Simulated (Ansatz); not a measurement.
# PBE against r2SCAN: GeO2, pressure 60 GPa

Base system: GeO$_{2}$ in the rutile structure (space group P4_2/mnm, No. 136; a = 4.488 Å, c = 2.905 Å).

(Cell as relaxed with PBE.)

Levels (all Ansatz, a program for electronic structure, PAW): PBE (420 eV, spin-orbit coupling left out); r2SCAN (500 eV, spin-orbit coupling left out).

Each level relaxes its own structure.

```tsv
base	PBE	r2SCAN
volume per atom	9.75 Å³	9.31 Å³
lattice parameter a	4.488 Å	4.411 Å
band gap	1.23 eV	2.51 eV
```

It is then changed as follows: cell and atoms relaxed at a pressure of 60 GPa.

```tsv
quantity	PBE	r2SCAN
band gap	3.77 eV	[?]
electron mass	0.29 mₑ along c, 0.37 mₑ across (at Γ)	[?]
valence-band top at Γ (three highest levels, from the VBM)	0.00, -0.90, -0.90 eV	[?]
volume per atom	8.10 Å³	[?]
shift of the gap caused by the change	+2.54 eV	[?]
```

Question: What does r2SCAN give?

Answer: 
- band gap, r2SCAN: 4.99 eV
- electron mass, r2SCAN: 0.31 mₑ along c, 0.40 mₑ across (at Γ)
- valence-band top at Γ (three highest levels, from the VBM), r2SCAN: 0.00, -0.93, -0.93 eV
- volume per atom, r2SCAN: 7.92 Å³
- shift of the gap caused by the change, r2SCAN: +2.47 eV

PBE's band gap lies 1.22 eV below r2SCAN's; PBE's volume per atom lies 0.18 Å³ above r2SCAN's (2.3 %); PBE's shift of the gap caused by the change lies 0.07 eV above r2SCAN's. Neither level is exact; r2SCAN is the comparison here, not a measurement.

Load acts through the strain it causes; cell and atoms are relaxed under it. Effective masses come from finite differences of ±0.01 Å⁻¹. No phonon test of stability was made. Competing high-pressure phases were not computed.
